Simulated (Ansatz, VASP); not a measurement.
# One calculation of Nb, two programs

File INCAR:

```
PREC     = Accurate       # precision mode
ENCUT    = 600            # plane-wave cutoff, eV
EDIFF    = 1E-6           # SCF threshold, eV
ISMEAR   = 0              # smearing method
SIGMA    = 0.1            # smearing width, eV
LREAL    = F              # projectors in reciprocal space
LASPH    = T              # aspherical terms in the spheres
NELM     = 100            # most SCF steps
ALGO     = Fast           # electronic algorithm
ISIF     = 3              # what is computed and relaxed
LWAVE    = F              # write WAVECAR
LCHARG   = F              # write CHGCAR
GGA      = PE             # functional
IBRION   = 2              # ionic algorithm
NSW      = 80             # ionic steps
EDIFFG   = -0.05          # ionic threshold
```

KPOINTS

```
regular mesh
0
Gamma
  8 8 8
```

File POSCAR:

```
Nb
1.0
   -1.5722281536      1.5722281536      1.5722281536
    1.5722281536     -1.5722281536      1.5722281536
    1.5722281536      1.5722281536     -1.5722281536
Nb
1
Direct
    0.0000000000      0.0000000000      0.0000000000
```

Input for Ansatz:

```yaml
crystal:
  lattice:
    - [-1.5722281536, 1.5722281536, 1.5722281536]
    - [1.5722281536, -1.5722281536, 1.5722281536]
    - [1.5722281536, 1.5722281536, -1.5722281536]
  atoms:
    - { symbol: Nb, position: [0.0, 0.0, 0.0] }
basis:
  ecutwfc: 420
kpoints:
  mp_grid: { grid: [8, 8, 8] }
hamiltonian:
  xc: pbe
scf:
  occupations: { method: gaussian, width: 0.1 }
output:
  forces: true
  stress: true
  eigenvalues: true
relax:
  adjacent_minimum: "off"
  f_tol: 0.05
  max_steps: 60
  cell: { stress_tol: 0.5 }
```

Alike in both runs: task relaxation of cell and atoms; functional PBE; k mesh 8 × 8 × 8; occupations gaussian, width 0.1 eV; no spin polarisation.

|  | VASP | Ansatz |
| --- | --- | --- |
| version | VASP 6.6.1 | Ansatz 0.2.0 |
| potentials or method | VASP PAW PBE potentials, release 64 (Nb_sv) | scalar-relativistic, plane waves, PAW |
| plane-wave cutoff (eV) | 600 | 420 |
| valence electrons in the cell | 13 | 13 |

VASP gave:

* gap on the k mesh at the Fermi level, each at its own relaxed structure (eV): none
* relaxed volume (Å³/atom): 18.16
* relaxed cell length with the largest relative difference (Å): 2.868
* energy change over the relaxation (meV/atom): -264

Problem. What did Ansatz give for the same quantities?

Solution. gap on the k mesh at the Fermi level, each at its own relaxed structure (eV): none; relaxed volume (Å³/atom): 18.13; relaxed cell length with the largest relative difference (Å): 2.866; energy change over the relaxation (meV/atom): -270.

A gap of «none» marks a metal or a gap that the smearing closes.

Caveats: the volume moved by over 15 % at a fixed basis, so the end points are rough (VASP). Zero-point motion and thermal expansion aren't in these numbers. PBE usually gives volumes a little too large and moduli too small.
